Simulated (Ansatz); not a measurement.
A run of Ansatz 0.2.0:

Contents of input.yaml:

```yaml
crystal:
  lattice:
    - [3.355005, 0.0, 0.0]
    - [0.0, 5.674104, 0.0]
    - [0.0, 0.0, 4.22197]
  atoms:
    - { symbol: Sn, position: [0.515974, 0.766946, 0.004323] }
    - { symbol: Sn, position: [-0.005107, 0.230712, 0.517361] }
    - { symbol: O, position: [0.505384, 0.108861, 0.248495] }
    - { symbol: O, position: [-0.008537, 0.88834, 0.744617] }
kpoints:
  mp_grid: { grid: [8, 5, 6] }
scf:
  occupations: { method: fermi_dirac, width: 0.05 }
hamiltonian:
  xc: pbesol
  pseudopotentials: { kind: all_electron, lapw: { basis_error: 0.001 } }
output:
  forces: true
  stress: true
  eigenvalues: true
  populations: true
```

Potentials or basis: all-electron LAPW, scalar-relativistic.

Launch:

```sh
$ ansatz run input.yaml --threads 2 --pin off --max-ram 8192MiB --backend cpu --events-out ev --progress --plain --runs-dir out
```

Hardware: 2 threads of Arm Neoverse V1 (shared host).

Task: Estimate the wall time of this run.

Result: Wall time 4.1 min on 2 threads of Arm Neoverse V1 (shared host), peak memory 1.1 GiB. Counts: scf iterations 11, plane waves 1505, k points 122, bands 48.
